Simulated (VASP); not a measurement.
A run of VASP 6.6.1 is set up as follows.

File INCAR:

```
SYSTEM = Si2Mo
PREC = Accurate
ENCUT = 550
EDIFF = 1E-6
ISMEAR = -5
SIGMA = 0.05
LREAL = .False.
LASPH = .True.
NELM = 100
ALGO = Normal
ISIF = 2
LWAVE = .False.
LCHARG = .False.
ISPIN = 2
MAGMOM = 1 -0.5 0 0 0 0
LORBIT = 11
LMAXMIX = 4
LDAU = .True.
LDAUTYPE = 2
LDAUL = 2 -1
LDAUU = 5 0
LDAUJ = 0 0
LDAUPRINT = 1
METAGGA = R2SCAN
LMIXTAU = .True.
```

The input KPOINTS:

```
Automatic mesh
0
Gamma
  8 8 4
  0 0 0
```

POSCAR

```
Si2Mo
1.0
    3.2000000000      0.0000000000      0.0000000000
    0.0000000000      3.2000000000      0.0000000000
    0.0000000000      0.0000000000      7.8610000000
Mo Si
2 4
Direct
    0.0000000000      0.0000000000      0.0000000000
    0.5000000000      0.5000000000      0.5000000000
    0.0000000000      0.0000000000      0.6670000000
    0.5000000000      0.5000000000      0.1670000000
    0.0000000000      0.0000000000      0.3330000000
    0.5000000000      0.5000000000      0.8330000000
```

Potentials or basis: VASP PAW PBE potentials, release 64 (Mo_sv_GW, Si_GW).

Launch:

```sh
$ cat potpaw_PBE.64/Mo_sv_GW/POTCAR potpaw_PBE.64/Si_GW/POTCAR > POTCAR
$ mpirun -np 1 vasp_std > vasp.out
```

Task: Predict the band gap on the k mesh.

Result: None (metal or under the smearing width).

Task: What does it give for the largest force?

Result: 0.453 eV/Å.

Task: What does it give for the net moment?

Result: 0.00 μB per cell.

Task: Estimate the pressure.

Result: 1.5 GPa.

Stress tensor (GPa, compression positive):
```
 2.44  0.00  0.00
 0.00  2.44  0.00
 0.00  0.00 -0.36
```

Caveat: the PAW data sets were made with another functional, which shifts forces and pressure a little; the U is typed as a test and isn't derived for this compound; tetrahedron occupations give inexact forces and stress in metals. The state reached can hang on the start; a lower one may exist.
